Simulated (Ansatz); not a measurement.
# LiCl: stable or not

It was reached by relaxing an invented guess, and it needn't be the stable form of this composition.

The calculation used DFT PBE, scalar-relativistic, plane waves, PAW in Ansatz 0.2.0. Plane waves to 420 eV, a 6×6×6 mesh through Γ for the 8-atom cell and 0.02 eV Gaussian smearing; no spin polarisation.

```yaml
crystal:
  lattice:
    - [-4.16974, 4.16974, 2.59348]
    - [4.16974, -4.16974, 2.59348]
    - [4.16974, 4.16974, -2.59348]
  atoms:
    - { symbol: Li, position: [0.64230, 0.14230, 0.78459] }
    - { symbol: Li, position: [0.35770, 0.85770, 0.21541] }
    - { symbol: Li, position: [0.85770, 0.64230, 0.50000] }
    - { symbol: Li, position: [0.14230, 0.35770, 0.50000] }
    - { symbol: Cl, position: [0.34848, 0.15152, 0.50000] }
    - { symbol: Cl, position: [0.65152, 0.84848, 0.50000] }
    - { symbol: Cl, position: [0.15152, 0.65152, 0.80304] }
    - { symbol: Cl, position: [0.84848, 0.34848, 0.19696] }
```

The zero of energy is the elements' standard structures at the same level (Cl₂ as a molecule); no fitted shifts are applied.

**Question.** These tests were run: energy against the elements; random kick, then relaxation without symmetry; phonons on a 2×2×2 q mesh; elastic tensor. What do they show?

**Answer.**

```json
{"test": "energy against the elements", "result": "−1.836 eV/atom"}
{"test": "random kick, then relaxation without symmetry", "result": "returns"}
{"test": "phonons on a 2×2×2 q mesh", "result": "no imaginary mode on the mesh"}
{"test": "elastic tensor", "result": "least eigenvalue 1 GPa"}
```

It fails none of these tests. Other phases of the system weren't compared here, so this isn't yet thermodynamic stability.

The kick test ran on a coarse mesh. The run for the phonons used a 6×6×6 k mesh. The run for the elastic tensor used a 6×6×6 k mesh.
